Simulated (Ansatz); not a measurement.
Runs of Ansatz 0.2.0 on NiGe. The structure is orthorhombic, space group Pnma (No. 62). The conventional cell has a = 5.381 Å, b = 3.428 Å, c = 5.811 Å, α = 90.00°, β = 90.00°, γ = 90.00°. Around Ge (site symmetry m) lie 6 Ni at 2.33 to 2.49 Å. Ni (site symmetry m) is surrounded by 6 Ge at 2.33 to 2.49 Å. 

| task | level | cell | cutoff (eV) | points for each segment of the path | gap on the mesh (eV) | pressure (GPa) | moment (μB) | relaxed volume (Å³/atom) | largest force (eV/Å) |
| --- | --- | --- | --- | --- | --- | --- | --- | --- | --- |
| band structure | PBE | as given | 420 | 10 | none | (a) | 0.00 | - | 0.16 |
| relaxation of cell and atoms | PBE | relaxed | 420 | - | none | 0.0 | 0.00 | 13.73 | - |
| band structure | r2SCAN | as given | 500 | 10 | none | -1.5 | 0.00 | - | (b) |
| relaxation of cell and atoms | r2SCAN | relaxed | 500 | - | none | 0.0 | 0.00 | 13.29 | - |

Alike in all rows: potentials or basis Ansatz PAW; spin collinear, ferromagnetic start; k mesh 5 × 8 × 5; smearing fermi-dirac 0.05 eV.

Task: Fill in the values left out.

Result: (a) 3.6; (b) 0.12.

Caveats: the starting moments weren't kept; the plane-wave basis is chosen anew once the cell has moved, so the energies of steps on either side of that aren't comparable (some runs); the magnetic or orbital state may not be the lowest (some runs); the PAW data sets come from PBE, with cores solved anew for the run's functional, which leaves a small shift of forces and pressure (some runs).

A k mesh can miss the band edges, and the runs leave out spin-orbit coupling on Ge.

A gap of «none» marks a metal or a gap under the smearing width.
